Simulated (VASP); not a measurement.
Crystal: PbO2.

```xyz
6
Lattice="4.9950 0.0000 0.0000 0.0000 4.9950 0.0000 0.0000 0.0000 3.4090" Properties=species:S:1:pos:R:3 pbc="T T T"
Pb    2.4975    2.4975    1.7045
Pb    0.0000    0.0000    0.0000
O     3.4594    3.4594    0.0000
O     4.0331    0.9619    1.7045
O     0.9619    4.0331    1.7045
O     1.5356    1.5356    0.0000
```

The cell is a database's computed one.

Base run:

| Quantity | Value |
| --- | --- |
| Program | VASP 6.6.1 |
| Functional | PBE |
| Potentials or basis | VASP PAW PBE potentials, release 64 (Pb_d, O) |
| Cutoff | 520 eV |
| k mesh | 6 × 6 × 8 |
| Occupations | fermi-dirac, width 0.05 eV |
| Spin | no spin polarisation |

Its results: pressure 6.0 GPa; largest force 0.050 eV/Å.

Q: The run is repeated on the same cell with these changes: functional from PBE to r2SCAN; occupations from fermi-dirac, width 0.05 eV to gaussian, width 0.02 eV. What comes out?

A: Pressure 0.1 GPa; largest force 0.019 eV/Å.

Caveats: the PAW data sets were made with another functional, which shifts forces and pressure a little (some runs).

Not every run made on this cell is shown here.
